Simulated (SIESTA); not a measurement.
Crystal: ZnSe (Stilleite).

```
CELL_PARAMETERS angstrom
0.00000 2.83380 2.83380
2.83380 0.00000 2.83380
2.83380 2.83380 0.00000
ATOMIC_POSITIONS crystal
Se 0.75000 0.75000 0.75000
Zn 0.00000 0.00000 0.00000
```

Program: SIESTA 5.4.2. Alike in all runs: cell as given; grid cutoff 800 Ry.

Question: Order these runs on this cell by their pressure, lowest first.
A. level vdW-DF-cx; potentials or basis PseudoDojo 0.4 standard (PBE files), TZTP (energy shift 0.02 Ry); spin off; k mesh 8 × 8 × 8; smearing fermi-dirac 0.05 eV; broadening (eV) 0.2 eV; window from (eV) -10 eV; window to (eV) 10 eV; energy points 301; energy shift 0.02 Ry
B. level PW86PBE; potentials or basis PseudoDojo 0.4 standard (PBE files, fully relativistic), TZDP (energy shift 0.002 Ry); spin non-collinear, ferromagnetic start, SOC; k mesh 6 × 6 × 6; smearing methfessel-paxton 0.025 eV; split norm 0.3; energy shift 0.002 Ry; other keys splitnorm = 0.3; smearing = methfessel-paxton; width = 0.025
C. level PW91; potentials or basis PseudoDojo 0.4 standard (PBE files, fully relativistic), DZDP (energy shift 0.01 Ry); spin non-collinear, ferromagnetic start, SOC; k mesh 6 × 6 × 6; smearing fermi-dirac 0.05 eV; broadening (eV) 0.1 eV; window from (eV) -15 eV; window to (eV) 10 eV; energy points 201; energy shift 0.01 Ry

Answer: A (-7.4 GPa), C (1.9 GPa), B (6.0 GPa).

Caveats: semicore shells carry a single zeta, which can move pressures by several GPa and volumes by a few percent; the potentials were made for another functional, which shifts forces and pressure; the basis of atomic orbitals isn't converged, which shifts pressures, moduli and gaps.

Runs at the PBE level aren't shown here.
